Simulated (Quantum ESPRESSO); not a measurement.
# TiC under changes of volume

One of the cells (10.158 Å³/atom); the others are scaled copies at fixed shape and fractional positions:

```xyz
2
Lattice="0.0000 2.1657 2.1657 2.1657 0.0000 2.1657 2.1657 2.1657 0.0000" Properties=species:S:1:pos:R:3 pbc="T T T"
Ti    0.0000    0.0000    0.0000
C     2.1657    2.1657    2.1657
```

The cell is a database's computed one.

- Program: Quantum ESPRESSO 7.5
- Functional: PBEsol
- Potentials or basis: PseudoDojo 0.4.1 SR PBEsol standard
- Cutoff: 1143 eV
- Density cutoff: 4572 eV
- k mesh: 11 × 11 × 11
- Occupations: fermi-dirac, width 0.05 eV
- Spin: no spin polarisation

```csv
volume (Å³/atom),energy over the lowest point (meV/atom),pressure (GPa)
9.548,11.08,10.4
9.752,1.77,4.2
9.955,0.00,-1.4
10.158,?,?
10.361,16.19,-11.1
10.564,32.89,-15.3
10.767,54.59,-19.0
```

Question: What does the run at 10.158 Å³/atom give?

Answer: Energy over the lowest point 5.03 meV/atom; pressure -6.5 GPa.

Worked out: A Birch-Murnaghan fit of order 3 (a polynomial in V^(-2/3)) to the other rows has its minimum at 9.90 Å³/atom with B0 = V·E''(V) = 268 GPa and B' = 3.9. It gives 5.04 meV/atom at 10.158 Å³/atom, against the run's 5.03, and -dE/dV = -6.5 GPa, against -6.5.

Energies are extrapolated to zero smearing.
